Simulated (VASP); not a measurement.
# Ba (Pm-3m) in VASP: further runs, part 2 of 2

VASP 6.6.1.

### Step 3. Single point, BLYP

This run uses another cell than the first one, of 64.80 Å³/atom, 0.960 times its volume.

INCAR

```
PREC = Accurate
ENCUT = 520
EDIFF = 1E-7
ISMEAR = -1
SIGMA = 0.1
LREAL = F
LASPH = T
NELM = 100
ALGO = Normal
ISIF = 2
LWAVE = F
LCHARG = F
GGA = B5
ALDAX = 1.0
AGGAX = 1.0
AGGAC = 1.0
ALDAC = 0.0
NBANDS = 11
```

KPOINTS

```
Automatic mesh
0
Gamma
  9 9 9
```

POSCAR

```
Ba
1.0
    4.0165977005      0.0000000000      0.0000000000
    0.0000000000      4.0165977005      0.0000000000
    0.0000000000      0.0000000000      4.0165977005
Ba
1
Direct
    0.0000000000      0.0000000000      0.0000000000
```

Potentials or basis: VASP PAW PBE potentials, release 64 (Ba_sv).

Launch:

```sh
> cat potpaw_PBE.64/Ba_sv/POTCAR > POTCAR
> mpirun -np 1 vasp_std > vasp.out
```

OUTCAR:

```text
PREC = Accurate
   ENCUT = 520
   EDIFF = 1E-7
   ISMEAR = -1
   LREAL = F
   LASPH = T
   NELM = 100
   ISIF = 2
   GGA = B5

 ion  position               nearest neighbor table
   1  0.000  0.000  0.000-

  LATTYP: Found a simple cubic cell.
 ALAT       =     4.0165977005

  Lattice vectors:

 A1 = (   4.0165977005,   0.0000000000,   0.0000000000)
 A2 = (   0.0000000000,   4.0165977005,   0.0000000000)
 A3 = (   0.0000000000,   0.0000000000,   4.0165977005)

Analysis of symmetry for initial positions (statically):
=====================================================================
 Subroutine PRICEL returns:
 Original cell was already a primitive cell.

 Routine SETGRP: Setting up the symmetry group for a
 simple cubic supercell.

 Subroutine GETGRP returns: Found 48 space group operations
 (whereof 48 operations were pure point group operations)
 out of a pool of 48 trial point group operations.

The static configuration has the point symmetry O_h .

Analysis of symmetry for dynamics (positions and initial velocities):
=====================================================================
 Subroutine PRICEL returns:
 Original cell was already a primitive cell.

 Routine SETGRP: Setting up the symmetry group for a
 simple cubic supercell.

 Subroutine GETGRP returns: Found 48 space group operations
 (whereof 48 operations were pure point group operations)
 out of a pool of 48 trial point group operations.

The dynamic configuration has the point symmetry O_h .

 Subroutine INISYM returns: Found 48 space group operations
 (whereof 48 operations are pure point group operations),
 and found     1 'primitive' translations

----------------------------------------------------------------------------------------

                                     Primitive cell

  volume of cell :      64.8000

[... 105 lines left out ...]
     AMIX     =   0.40;   BMIX     =  1.00
     AMIX_MAG =   1.60;   BMIX_MAG =  1.00
  volume/ion in A,a.u.               =      64.80       437.29
  Fermi-wavevector in a.u.,A,eV,Ry     =   0.878112  1.659391 10.491186  0.771080
  Thomas-Fermi vector in A             =   1.998153
   LORBIT       =      0    0 simple, 1 ext, 2 COOP (PROOUT), +10 PAW based schemes
   GGA     = B5    functional components
   LHFCALC =     F    Hartree Fock is set to
   AEXX    =    0.0000 exact exchange contribution
   IVDW    =     0    specifies the selected vdW correction
   LEPSILON=     F    determine dielectric tensor
   LRPA    =     F    only Hartree local field effects (RPA)
 non-spin polarized calculation
  energy-cutoff  :      520.00
  volume of cell :       64.80
 maximum number of plane-waves:      1771
 NGX is ok and might be reduce to    30
   NGX = 15   NGY = 15   NGZ = 15

 number of electron      10.0000000 magnetization

 number of electron       9.9999999 magnetization

 Free energy of the ion-electron system (eV)
  ---------------------------------------------------
  ext. energy  EPLUGINS =         0.00000000
  ---------------------------------------------------
  free energy    TOTEN  =        -0.95842608 eV

  energy without entropy =       -0.91387292  energy(sigma->0) =       -0.93614950

 E-fermi :   1.9586     XC(G=0):  -6.8197

 val. band max:        1.8850999753   @ k =   0.4444   0.4444   0.4444
 cond. band min:       1.9701663367   @ k =   0.0000   0.0000   0.0000
 fundamental gap:      0.0850663614
 Fermi energy:         1.9586354490

 k-point     1 :       0.0000    0.0000    0.0000
  band No.  band energies     occupation
      1     -27.2685      2.00000
      2     -12.2019      2.00000
      3     -12.2019      2.00000
      4     -12.2019      2.00000
      5      -0.5436      2.00000
      6       1.9702      0.94241
      7       1.9702      0.94241
      8       6.4015      0.00000
      9       6.4015      0.00000
     10       6.4015      0.00000
     11       9.3170      0.00000
[... 309 lines left out ...]
 k-point    24 :       0.4444    0.3333    0.1111
  band No.  band energies     occupation
      1     -27.1802      2.00000
      2     -12.7261      2.00000
      3     -12.5856      2.00000
      4     -12.1764      2.00000
      5       1.4593      1.98652
      6       2.5318      0.00646
      7       3.8055      0.00000
      8       4.0226      0.00000
      9       5.1323      0.00000
     10       5.7938      0.00000
     11       8.1960      0.00000

 [... further k-points ...]
[... 5 lines left out ...]
  --------------------------------------------------------------------------------------
  -------------------------------------------------------------------------------------
  Total        0.1561742      0.1561742      0.1561742      0.0000000      0.0000000     -0.0000000
  in kB        3.8614016      3.8614016      3.8614016      0.0000000      0.0000000     -0.0000000
  external PRESSURE =       3.8614016 kB  Pullay stress =       0.0000000 kB

 VOLUME and BASIS-vectors are now :
 -----------------------------------------------------------------------------
  energy-cutoff  :      520.00
  volume of cell :       64.80
      direct lattice vectors                 reciprocal lattice vectors
     4.016597701  0.000000000  0.000000000     0.248966930  0.000000000  0.000000000
     0.000000000  4.016597701  0.000000000     0.000000000  0.248966930  0.000000000
     0.000000000  0.000000000  4.016597701     0.000000000  0.000000000  0.248966930

 POSITION                                       TOTAL-FORCE (eV/Angst)
 -----------------------------------------------------------------------------------
      0.00000      0.00000      0.00000         0.000000      0.000000      0.000000
 -----------------------------------------------------------------------------------
    total drift:                               -0.000000      0.000000     -0.000000

  FREE ENERGIE OF THE ION-ELECTRON SYSTEM (eV)
  ---------------------------------------------------
  free  energy   TOTEN  =        -0.9584260780 eV

  energy  without entropy=       -0.9138729178  energy(sigma->0) =       -0.93614950
```

stdout:

```text
POSCAR found type information on POSCAR Ba
 POSCAR found :  1 types and       1 ions
 scaLAPACK will be used
 -----------------------------------------------------------------------------
|                                                                             |
|                                                                             |
|     You enforced a specific xc type in the INCAR file but a different       |
|     I HOPE YOU KNOW WHAT YOU ARE DOING!                                     |
|                                                                             |
 -----------------------------------------------------------------------------

 LDA part: xc-table for (Slater(with rela. corr.)+VWN5), standard interpolation
 POSCAR, INCAR and KPOINTS ok, starting setup
 FFT: planning ... GRIDC
 FFT: planning ... GRID_SOFT
 FFT: planning ... GRID
 WAVECAR not read
 entering main loop
```

Run time: 28 s. Hardware: 1 thread of AMD EPYC 7R43 (Zen 3), shared host; peak memory 0.13 GiB.

What came out:

```
Free energy            : -0.9584 eV
Pressure               : 0.4 GPa
Band gap on the k mesh : 0.09 eV, indirect (least direct gap 0.12 eV)
```

Caveat: the PAW data sets were made with another functional, which shifts forces and pressure a little; spin-orbit coupling is left out, which moves the levels of the heavy elements; an odd mesh through Γ misses points on the zone boundary, where band edges often lie.

### Step 4. Single point, BLYP

This run uses another cell than the first one, of 70.20 Å³/atom, 1.040 times its volume.

INCAR

```
PREC     = Accurate       # precision mode
ENCUT    = 520            # plane-wave cutoff, eV
EDIFF    = 1E-6           # SCF threshold, eV
ISMEAR   = -1             # smearing method
SIGMA    = 0.1            # smearing width, eV
LREAL    = False          # projectors in reciprocal space
LASPH    = True           # aspherical terms in the spheres
NELM     = 60             # most SCF steps
ALGO     = Fast           # electronic algorithm
ISIF     = 2              # what is computed and relaxed
LWAVE    = False          # write WAVECAR
LCHARG   = False          # write CHGCAR
GGA      = B5             # functional
ALDAX    = 1.0          
AGGAX    = 1.0          
AGGAC    = 1.0          
ALDAC    = 0.0          
NBANDS   = 11             # bands
```

KPOINTS

```
regular mesh
0
Gamma
  9 9 9
```

POSCAR

```
Ba
1.0
    4.1252066012      0.0000000000      0.0000000000
    0.0000000000      4.1252066012      0.0000000000
    0.0000000000      0.0000000000      4.1252066012
Ba
1
Direct
    0.0000000000      0.0000000000      0.0000000000
```

Launch:

```sh
> cat potpaw_PBE.64/Ba_sv/POTCAR > POTCAR
> mpirun -np 1 vasp_std > vasp.out
```

Run time: 29 s. Hardware: 1 thread of AMD EPYC 7R43 (Zen 3), shared host; peak memory 0.15 GiB.

Results (log left out):

```
Free energy            : -0.9627 eV
Pressure               : -0.1 GPa
Band gap on the k mesh : 0.06 eV, indirect (least direct gap 0.11 eV)
```

Levels at points of the mesh, in eV from the valence-band top:
```
           k point  band 3  band 4  band 5  band 6  band 7  band 8
(0.00, 0.00, 0.00)  -14.28  -14.28   -2.46    0.06    0.06    4.11
```

Caveat: the PAW data sets were made with another functional, which shifts forces and pressure a little; spin-orbit coupling is left out, which moves the levels of the heavy elements; an odd mesh through Γ misses points on the zone boundary, where band edges often lie.

### Step 5. Summary

| cell | k mesh | gap on the mesh (eV) | pressure (GPa) |
| --- | --- | --- | --- |
| Pm-3m, 67.5 Å³/atom | 13 × 13 × 13 | 0.06 | 0.1 |
| Pm-3m, 64.8 Å³/atom | 9 × 9 × 9 | 0.09 | 0.4 |
| Pm-3m, 70.2 Å³/atom | 9 × 9 × 9 | 0.06 | -0.1 |

Alike in all rows: task single point; level BLYP; potentials or basis VASP PAW PBE potentials, release 64 (Ba_sv); no spin polarisation; cutoff (eV) 520; smearing fermi-dirac 0.1 eV.

On the cell as given the gap runs from 0.06 eV (BLYP) to 0.09 eV (BLYP); the meshes differ, which moves gaps too.

Caveats: the PAW data sets were made with another functional, which shifts forces and pressure a little; spin-orbit coupling is left out, which moves the levels of the heavy elements; an odd mesh through Γ misses points on the zone boundary, where band edges often lie.

Absolute energies hang on the potentials; compare differences alone.
